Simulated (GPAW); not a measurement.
Pd:

```
Pd
1.0
     2.78367    0.00000    0.00000
    -1.39183    2.41072    0.00000
     0.00000    0.00000    4.62889
Pd
2
Direct
  0.33333 0.66667 0.25000
  0.66667 0.33333 0.75000
```

This isn't the form of Pd at room conditions, which is fcc.

| Item | Value |
| --- | --- |
| Program | GPAW 26.7.0 |
| Task | relaxation of cell and atoms |
| Functional | PBEsol |
| Dispersion | D3(BJ) |
| Potentials or basis | PAW data sets generated in the run's folder for this functional |
| Cutoff | 600 eV |
| Basis | pw |
| k mesh | 8 × 8 × 4 |
| Occupations | fermi-dirac, width 0.05 eV |
| Spin | no spin polarisation |

At the start: pressure -16.0 GPa; volume 15.53 Å³/atom.

Q: Where does the relaxation end?

A: Over 5 steps the energy falls by 76.1 meV/atom and the volume is 14.18 Å³/atom (-8.7 %); space group P6_3/mmc (No. 194, to 0.05 Å).

The path:
```csv
step,energy change (eV),largest force (eV/Å),pressure (GPa),volume (Å³)
1,0.0000,0.0000,-16.04,31.06
2,-0.0880,0.0000,-11.16,30.05
3,-0.1502,0.0000,2.51,28.05
4,-0.1522,0.0000,-0.25,28.39
5,-0.1522,0.0000,0.00,28.36
```

Final structure:
```
CELL_PARAMETERS angstrom
2.69925 0.00000 0.00000
-1.34962 2.33762 0.00000
0.00000 0.00000 4.49440
ATOMIC_POSITIONS crystal
Pd 0.33333 0.66667 0.25000
Pd 0.66667 0.33333 0.75000
```

Caveat: later steps reuse the first step's grids; pairwise dispersion overbinds metals, which lowers pressure and volume.
